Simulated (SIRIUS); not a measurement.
# TiCo (Pm-3m) in SIRIUS: a series of runs

The runs below take TiCo through band structure, with PBE.

All numbers are computed with SIRIUS 7.12.0; they aren't measurements. Logs are shortened: lines on timing, memory, paths and dates and some standing lists are left out, and cuts for length are marked. The log counts tension as positive stress, the text compression.

### 1 Starting point

The structure is cubic, space group Pm-3m (No. 221). Conventional cell: a = 2.986 Å, b = 2.986 Å, c = 2.986 Å, α = 90.00°, β = 90.00°, γ = 90.00°. Co (site symmetry m-3m) is surrounded by 8 Ti at 2.59 Å. Ti (site symmetry m-3m) has 8 Co at 2.59 Å as nearest neighbours.

The cell comes from a database or a generator and needn't be the stable form of this composition.

### 2 Band structure, PBE, collinear spin, ferromagnetic start

Input file sirius.json:

```json
{
  "control": {
    "processing_unit": "cpu",
    "std_evp_solver_name": "lapack",
    "gen_evp_solver_name": "lapack",
    "verbosity": 2,
    "print_forces": true,
    "ortho_rf": true,
    "use_second_variation": true,
    "rmt_max": 3.0,
    "num_bands_to_print": 24,
    "save_wf": true
  },
  "parameters": {
    "electronic_structure_method": "full_potential_lapwlo",
    "xc_functionals": ["XC_GGA_X_PBE", "XC_GGA_C_PBE"],
    "core_relativity": "none",
    "valence_relativity": "none",
    "num_fv_states": 30,
    "smearing": "fermi_dirac",
    "smearing_width": 0.0018374661,
    "pw_cutoff": 20,
    "gk_cutoff": 3.67,
    "lmax_apw": 10,
    "lmax_rho": 8,
    "lmax_pot": 8,
    "num_mag_dims": 1,
    "auto_rmt": 0,
    "ngridk": [9, 9, 9],
    "shiftk": [0, 0, 0],
    "num_dft_iter": 80,
    "energy_tol": 1e-07,
    "density_tol": 1e-05,
    "use_symmetry": true
  },
  "settings": {"tol_ne": 1e-10},
  "iterative_solver": {"type": "exact"},
  "mixer": {"type": "anderson", "beta": 0.4, "max_history": 8},
  "unit_cell": {
    "lattice_vectors": [[5.6429319488, 0.0, 0.0], [0.0, 5.6429319488, 0.0], [0.0, 0.0, 5.6429319488]],
    "atom_types": ["Co", "Ti"],
    "atom_files": {"Co": "Co.json", "Ti": "Ti.json"},
    "atoms": {"Co": [[0.5, 0.5, 0.5, 0.0, 0.0, 2.0]], "Ti": [[0.0, 0.0, 0.0, 0.0, 0.0, 1.0]]}
  }
}
```

Input file Co.json:

```json
{
  "name": "cobalt",
  "symbol": "Co",
  "number": 27,
  "mass": 58.933195,
  "rmin": 1e-06,
  "rmt": 2.4,
  "nrmt": 800,
  "rinf": 15.25,
  "core": "1s2s2p",
  "valence": [
    {"basis": [{"enu": 0.11, "dme": 0, "n": 0, "auto": 0}, {"enu": 0.11, "dme": 1, "n": 0, "auto": 0}]},
    {"l": 0, "n": 1, "basis": [{"enu": 0.21, "dme": 0, "n": 0, "auto": 0}]},
    {"l": 1, "n": 2, "basis": [{"enu": 0.21, "dme": 0, "n": 0, "auto": 0}]},
    {"l": 2, "n": 3, "basis": [{"enu": 0.2082, "dme": 0, "n": 0, "auto": 0}]},
    {"l": 3, "n": 4, "basis": [{"enu": 0.21, "dme": 0, "n": 0, "auto": 0}]}
  ],
  "lo": [
    {"l": 0, "basis": [{"enu": 0.21, "dme": 0, "n": 0, "auto": 0}, {"enu": 0.21, "dme": 1, "n": 0, "auto": 0}]},
    {
      "l": 0,
      "basis": [{"enu": -3.3175, "dme": 0, "n": 3, "auto": 1}, {"enu": -3.3175, "dme": 1, "n": 3, "auto": 1}]
    },
    {
      "l": 0,
      "basis": [{"enu": -3.3175, "dme": 1, "n": 3, "auto": 1}, {"enu": 0.21, "dme": 0, "n": 0, "auto": 0}]
    },
    {"l": 0, "basis": [{"enu": 0.21, "dme": 0, "n": 0, "auto": 0}, {"enu": 2.9878, "dme": 0, "n": 0, "auto": 0}]},
    {"l": 1, "basis": [{"enu": 0.21, "dme": 0, "n": 0, "auto": 0}, {"enu": 0.21, "dme": 1, "n": 0, "auto": 0}]},
    {
      "l": 1,
      "basis": [{"enu": -1.9871, "dme": 0, "n": 3, "auto": 1}, {"enu": -1.9871, "dme": 1, "n": 3, "auto": 1}]
    },
    {
      "l": 1,
      "basis": [{"enu": -1.9871, "dme": 1, "n": 3, "auto": 1}, {"enu": 0.21, "dme": 0, "n": 0, "auto": 0}]
    },
    {"l": 1, "basis": [{"enu": 0.21, "dme": 0, "n": 0, "auto": 0}, {"enu": 3.4044, "dme": 0, "n": 0, "auto": 0}]},
    {
      "l": 2,
      "basis": [{"enu": 0.2082, "dme": 0, "n": 0, "auto": 0}, {"enu": 0.2082, "dme": 1, "n": 0, "auto": 0}]
    },
    {
      "l": 2,
      "basis": [{"enu": 0.2082, "dme": 1, "n": 0, "auto": 0}, {"enu": 0.2082, "dme": 2, "n": 0, "auto": 0}]
    },
    {
      "l": 2,
      "basis": [{"enu": 0.2082, "dme": 0, "n": 0, "auto": 0}, {"enu": 2.9165, "dme": 0, "n": 0, "auto": 0}]
    },
    {"l": 3, "basis": [{"enu": 0.21, "dme": 0, "n": 0, "auto": 0}, {"enu": 0.21, "dme": 1, "n": 0, "auto": 0}]},
    {"l": 3, "basis": [{"enu": 0.21, "dme": 0, "n": 0, "auto": 0}, {"enu": 3.2308, "dme": 0, "n": 0, "auto": 0}]}
  ],
  "free_atom": [... radial grid and density of the free atom, the start of the SCF ...]
}
```

Input file Ti.json:

```json
{
  "name": "titanium",
  "symbol": "Ti",
  "number": 22,
  "mass": 47.867,
  "rmin": 1e-06,
  "rmt": 2.4,
  "nrmt": 800,
  "rinf": 17.51,
  "core": "1s2s2p",
  "valence": [
    {"basis": [{"enu": 0.11, "dme": 0, "n": 0, "auto": 0}, {"enu": 0.11, "dme": 1, "n": 0, "auto": 0}]},
    {"l": 0, "n": 1, "basis": [{"enu": 0.21, "dme": 0, "n": 0, "auto": 0}]},
    {"l": 1, "n": 2, "basis": [{"enu": 0.21, "dme": 0, "n": 0, "auto": 0}]},
    {"l": 2, "n": 3, "basis": [{"enu": 0.21, "dme": 0, "n": 0, "auto": 0}]},
    {"l": 3, "n": 4, "basis": [{"enu": 0.21, "dme": 0, "n": 0, "auto": 0}]}
  ],
  "lo": [
    {"l": 0, "basis": [{"enu": 0.21, "dme": 0, "n": 0, "auto": 0}, {"enu": 0.21, "dme": 1, "n": 0, "auto": 0}]},
    {
      "l": 0,
      "basis": [{"enu": -1.9103, "dme": 0, "n": 3, "auto": 1}, {"enu": -1.9103, "dme": 1, "n": 3, "auto": 1}]
    },
    {
      "l": 0,
      "basis": [{"enu": -1.9103, "dme": 1, "n": 3, "auto": 1}, {"enu": 0.21, "dme": 0, "n": 0, "auto": 0}]
    },
    {"l": 0, "basis": [{"enu": 0.21, "dme": 0, "n": 0, "auto": 0}, {"enu": 2.9878, "dme": 0, "n": 0, "auto": 0}]},
    {"l": 1, "basis": [{"enu": 0.21, "dme": 0, "n": 0, "auto": 0}, {"enu": 0.21, "dme": 1, "n": 0, "auto": 0}]},
    {
      "l": 1,
      "basis": [{"enu": -1.0503, "dme": 0, "n": 3, "auto": 1}, {"enu": -1.0503, "dme": 1, "n": 3, "auto": 1}]
    },
    {
      "l": 1,
      "basis": [{"enu": -1.0503, "dme": 1, "n": 3, "auto": 1}, {"enu": 0.21, "dme": 0, "n": 0, "auto": 0}]
    },
    {"l": 1, "basis": [{"enu": 0.21, "dme": 0, "n": 0, "auto": 0}, {"enu": 3.4044, "dme": 0, "n": 0, "auto": 0}]},
    {"l": 2, "basis": [{"enu": 0.21, "dme": 0, "n": 0, "auto": 0}, {"enu": 0.21, "dme": 1, "n": 0, "auto": 0}]},
    {"l": 2, "basis": [{"enu": 0.21, "dme": 1, "n": 0, "auto": 0}, {"enu": 0.21, "dme": 2, "n": 0, "auto": 0}]},
    {"l": 2, "basis": [{"enu": 0.21, "dme": 0, "n": 0, "auto": 0}, {"enu": 2.9183, "dme": 0, "n": 0, "auto": 0}]},
    {"l": 3, "basis": [{"enu": 0.21, "dme": 0, "n": 0, "auto": 0}, {"enu": 0.21, "dme": 1, "n": 0, "auto": 0}]},
    {"l": 3, "basis": [{"enu": 0.21, "dme": 0, "n": 0, "auto": 0}, {"enu": 3.2308, "dme": 0, "n": 0, "auto": 0}]}
  ],
  "free_atom": [... radial grid and density of the free atom, the start of the SCF ...]
}
```

Input file sirius_start.json:

```json
{
  "control": {
    "processing_unit": "cpu",
    "std_evp_solver_name": "lapack",
    "gen_evp_solver_name": "lapack",
    "verbosity": 1,
    "print_forces": false,
    "ortho_rf": true,
    "use_second_variation": true,
    "rmt_max": 3.0,
    "num_bands_to_print": 24,
    "save_wf": false
  },
  "parameters": {
    "electronic_structure_method": "full_potential_lapwlo",
    "xc_functionals": ["XC_LDA_X", "XC_LDA_C_PW"],
    "core_relativity": "none",
    "valence_relativity": "none",
    "num_fv_states": 30,
    "smearing": "fermi_dirac",
    "smearing_width": 0.0055123983,
    "pw_cutoff": 20,
    "gk_cutoff": 2.93,
    "lmax_apw": 10,
    "lmax_rho": 8,
    "lmax_pot": 8,
    "num_mag_dims": 1,
    "auto_rmt": 0,
    "ngridk": [4, 4, 4],
    "shiftk": [0, 0, 0],
    "num_dft_iter": 30,
    "energy_tol": 0.01,
    "density_tol": 0.05,
    "use_symmetry": true
  },
  "settings": {"tol_ne": 1e-10},
  "iterative_solver": {"type": "exact"},
  "mixer": {"type": "anderson", "beta": 0.4, "max_history": 8},
  "unit_cell": {
    "lattice_vectors": [[5.6429319488, 0.0, 0.0], [0.0, 5.6429319488, 0.0], [0.0, 0.0, 5.6429319488]],
    "atom_types": ["Co", "Ti"],
    "atom_files": {"Co": "Co.json", "Ti": "Ti.json"},
    "atoms": {"Co": [[0.5, 0.5, 0.5, 0.0, 0.0, 2.0]], "Ti": [[0.0, 0.0, 0.0, 0.0, 0.0, 1.0]]}
  }
}
```

Input file sirius_bands.json:

```json
{
  "control": {
    "processing_unit": "cpu",
    "std_evp_solver_name": "lapack",
    "gen_evp_solver_name": "lapack",
    "verbosity": 2,
    "print_forces": true,
    "ortho_rf": true,
    "use_second_variation": true,
    "rmt_max": 3.0,
    "num_bands_to_print": 24,
    "save_wf": true
  },
  "parameters": {
    "electronic_structure_method": "full_potential_lapwlo",
    "xc_functionals": ["XC_GGA_X_PBE", "XC_GGA_C_PBE"],
    "core_relativity": "none",
    "valence_relativity": "none",
    "num_fv_states": 30,
    "smearing": "fermi_dirac",
    "smearing_width": 0.0018374661,
    "pw_cutoff": 20,
    "gk_cutoff": 3.67,
    "lmax_apw": 10,
    "lmax_rho": 8,
    "lmax_pot": 8,
    "num_mag_dims": 1,
    "auto_rmt": 0,
    "ngridk": [9, 9, 9],
    "shiftk": [0, 0, 0],
    "num_dft_iter": 80,
    "energy_tol": 1e-07,
    "density_tol": 1e-05,
    "use_symmetry": true
  },
  "settings": {"tol_ne": 1e-10},
  "iterative_solver": {"type": "exact"},
  "mixer": {"type": "anderson", "beta": 0.4, "max_history": 8},
  "unit_cell": {
    "lattice_vectors": [[5.6429319488, 0.0, 0.0], [0.0, 5.6429319488, 0.0], [0.0, 0.0, 5.6429319488]],
    "atom_types": ["Co", "Ti"],
    "atom_files": {"Co": "Co.json", "Ti": "Ti.json"},
    "atoms": {"Co": [[0.5, 0.5, 0.5, 0.0, 0.0, 2.0]], "Ti": [[0.0, 0.0, 0.0, 0.0, 0.0, 1.0]]}
  },
  "kpoints_rel": {"G": [0.0, 0.0, 0.0], "M": [0.5, 0.5, 0.0], "R": [0.5, 0.5, 0.5], "X": [0.0, 0.5, 0.0]},
  "kpoints_path": ["G", "X", "M", "G", "R", "X"]
}
```

Potentials or basis: all-electron FP-LAPW (no relativity for the valence, core without relativity), apw+lo standard.

Started as:

```console
$ OMP_NUM_THREADS=1 sirius.scf --input=sirius_start.json --output=start.json
$ OMP_NUM_THREADS=1 sirius.scf --input=sirius.json --output=output.json --task=1
$ OMP_NUM_THREADS=1 sirius.scf --input=sirius_bands.json --output=bands_out.json --task=2
```

Standard output:

```text
[info] SIRIUS version : 7.12.0
[info] number of MPI ranks           : 1
[info] MPI grid                      : 1 1
[info] maximum number of OMP threads : 1
[fft] FFT context for density and potential
[fft] =====================================
[fft]   plane wave cutoff                     : 20
[fft]   grid size                             : 40 40 40   total : 64000
[fft]   grid limits                           : -19 20   -19 20   -19 20
[fft]   number of G-vectors within the cutoff : 24207
[fft]   number of G-shells                    : 669
[fft] FFT context for coarse grid
[fft] =====================================
[fft]   plane wave cutoff                     : 7.34
[fft]   grid size                             : 16 16 16   total : 4096
[fft]   grid limits                           : -7 8   -7 8   -7 8
[fft]   number of G-vectors within the cutoff : 1213
[fft]   number of G-shells                    : 51
[unit cell] lattice vectors
[unit cell]   a1 :       5.6429319488      0.0000000000      0.0000000000
[unit cell]   a2 :       0.0000000000      5.6429319488      0.0000000000
[unit cell]   a3 :       0.0000000000      0.0000000000      5.6429319488
[unit cell] reciprocal lattice vectors
[unit cell]   b1 :       1.1134611163      0.0000000000      0.0000000000
[unit cell]   b2 :       0.0000000000      1.1134611163      0.0000000000
[unit cell]   b3 :       0.0000000000      0.0000000000      1.1134611163
[unit cell] unit cell volume :       179.68608183 [a.u.^3]
[unit cell] 1/sqrt(omega)    :         0.07460068
[unit cell] MT volume        :       115.81167158 (64.45%)
[unit cell] IT volume        :        63.87441025 (35.55%)
[unit cell] number of atom types : 2
[unit cell] type id : 0 symbol : Co mt_radius :   2.400000 num_atoms : 1
[unit cell] type id : 1 symbol : Ti mt_radius :   2.400000 num_atoms : 1
[unit cell] total number of atoms : 2
[unit cell] number of symmetry classes : 2
[unit cell] atom id  type id  class id             position                      vector_field
[... 458 lines left out ...]
[find] core_eval_sum                  :   -1267.34096810
[find] kinetic energy                 :    2230.14003849
[find] enuc                           :   -2666.56659867
[find] <rho|V^{XC}>                   :    -131.17675654
[find] <rho|E^{XC}>                   :    -101.10715050
[find] <mag|B^{XC}>                   :      -0.01862037
[find] <rho|V^{H}>                    :   -3389.04954547
[find] smearing (-TS)                 :      -0.00064859
[find] SCF correction                 :      -0.00000431
[find] Total energy                   :   -2232.05848772 (Ha),   -4464.11697544 (Ry)
[find] Free energy (E-TS)             :   -2232.05913631 (Ha),   -4464.11827262 (Ry)
[find] band gap (eV)                  :       0.00000000
[find] Efermi                         :       0.32236730
[find] iteration : 15, RMS (target) : 3.9864e-06 (1.0000e-05) , energy difference (target) : 1.0603e-08 (1.0000e-07)
[find] converged after 16 SCF iterations!
[find] Charges and magnetic moments
[find] --------------------------------------------------------------------------------
[find] atom      charge    core leakage                 moment                |moment|
[find] --------------------------------------------------------------------------------
[find]    0   26.378629    1.897400e-13  [  0.00000,   0.00000,   0.81345]    0.813451
[find]    1   20.452748    6.188916e-10  [  0.00000,   0.00000,  -0.02327]    0.023273
[find] total core leakage    : 6.19081312e-10
[find] interstitial charge   : 2.168621
[find] interstitial moment   : [  0.00000,   0.00000,  -0.04676], magnitude : 0.046756
[find] total charge          : 48.999999
[find] total moment          : [  0.00000,   0.00000,   0.74342], magnitude : 0.743422
[find] Energy
[find] --------------------------------------------------------------------------------
[find] valence_eval_sum               :     -22.76391579
[find] core_eval_sum                  :   -1267.34096810
[find] kinetic energy                 :    2230.14003849
[find] enuc                           :   -2666.56659867
[find] <rho|V^{XC}>                   :    -131.17675654
[find] <rho|E^{XC}>                   :    -101.10715050
[find] <mag|B^{XC}>                   :      -0.01862037
[find] <rho|V^{H}>                    :   -3389.04954547
[find] smearing (-TS)                 :      -0.00064859
[find] SCF correction                 :      -0.00000431
[find] Total energy                   :   -2232.05848772 (Ha),   -4464.11697544 (Ry)
[find] Free energy (E-TS)             :   -2232.05913631 (Ha),   -4464.11827262 (Ry)
[find] band gap (eV)                  :       0.00000000
[find] Efermi                         :       0.32236730
[ground_state]
[ground_state] ==== total Forces in Ha/bohr =====
[ground_state] atom:    0, force:       0.0000000      0.0000000      0.0000000
[ground_state] atom:    1, force:       0.0000000      0.0000000      0.0000000
[ground_state] ==== contribution from density =====
[ground_state] atom:    0, force:       0.0000000      0.0000000      0.0000000
[ground_state] atom:    1, force:       0.0000000      0.0000000      0.0000000
[ground_state] ==== contribution from Hartree potential =====
[ground_state] atom:    0, force:       0.0000000      0.0000000      0.0000000
[ground_state] atom:    1, force:       0.0000000      0.0000000      0.0000000
[ground_state] ==== contribution from IBS =====
[ground_state] atom:    0, force:       0.0000000      0.0000000      0.0000000
[ground_state] atom:    1, force:       0.0000000      0.0000000      0.0000000
```

It took 86 s on 1 thread of Arm Neoverse V2, shared host; peak memory 0.58 GiB.

Results:

```yaml
Free_energy: -60737.4233 eV
Band_gap_along_the_path: none (metal or under the smearing width)
Net_moment: 0.74 μB per cell
Site_moments: Co +0.81; Ti -0.02 μB
All_electrons_inside_the_program's_atomic_spheres: Co 26.38; Ti 20.45 (radii Co 2.4, Ti 2.4 bohr)
```

Levels at the corners of the path, in eV from the Fermi level:
Spin up:
```csv
point,band 13,band 14,band 15,band 16,band 17,band 18
Γ,-1.85,-1.85,0.47,0.47,2.61,2.61
X,-1.95,-1.48,-0.76,-0.47,0.61,0.61
M,-1.41,-0.69,0.67,0.67,1.07,2.40
Γ,-1.85,-1.85,0.47,0.47,2.61,2.61
R,-2.11,-2.11,-1.38,-1.38,3.12,3.12
X,-1.95,-1.48,-0.76,-0.47,0.61,0.61
```
Spin down:
```
point  band 10  band 11  band 12  band 13  band 14  band 15  band 16  band 17  band 18  band 19
    Γ    -3.58    -3.58    -1.37    -1.37    -1.37     0.95     0.95     2.70     2.70     2.70
    X    -3.71    -1.97    -1.45    -1.45    -0.94    -0.85     0.55     0.62     0.62     2.18
    M    -3.69    -2.34    -2.34    -0.12     0.22     0.65     0.65     1.21     2.57     2.57
    Γ    -3.58    -3.58    -1.37    -1.37    -1.37     0.95     0.95     2.70     2.70     2.70
    R    -2.35    -2.35    -2.10    -2.10    -2.10    -0.09    -0.09     3.06     3.06     7.58
    X    -3.71    -1.97    -1.45    -1.45    -0.94    -0.85     0.55     0.62     0.62     2.18
```

Caveat: relativity is left out for the core states.

(Continued in part 2 of 2.)
